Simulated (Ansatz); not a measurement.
**Sb in Ansatz: the effect of target pressure**

Crystal: Sb.

```xyz
1
Lattice="3.1600 0.0000 0.0000 0.0000 3.1600 0.0000 0.0000 0.0000 3.1600" Properties=species:S:1:pos:R:3 pbc="T T T"
Sb    0.0000    0.0000    0.0000
```

This isn't the form of Sb at room conditions, which is rhombohedral.

Alike in all runs:

| Quantity | Value |
| --- | --- |
| Program | Ansatz 0.2.0 |
| Task | relaxation of cell and atoms |
| Functional | PBEsol |
| Potentials or basis | Ansatz PAW |
| Cutoff | 420 eV (not typed: the program's choice for these potentials) |
| k mesh | 8 × 8 × 8 |
| Occupations | fermi-dirac, width 0.05 eV |
| Spin | no spin polarisation |

Each run relaxes the cell or the atoms first.

```tsv
target pressure	relaxed volume (Å³/atom)
0 GPa	28.89
2 GPa	28.06
5 GPa	26.98
10 GPa	25.47
20 GPa	?
30 GPa	22.01
```

What does the run with target pressure 20 GPa give?

Relaxed volume 23.44 Å³/atom.

Worked out: In Murnaghan's law V^(-B') rises as a straight line in P. The other rows fit best with B' = 3.9, V0 = 28.91 Å³/atom and B0 = 62 GPa, which gives 23.44 Å³/atom at 20 GPa, against the run's 23.44.

Caveats: the plane-wave basis is chosen anew once the cell has moved, so the energies of steps on either side of that aren't comparable; the PAW data sets come from PBE, with cores solved anew for the run's functional, which leaves a small shift of forces and pressure; the volume moved by over 15 % at a fixed basis, so the end points are rough (some runs).
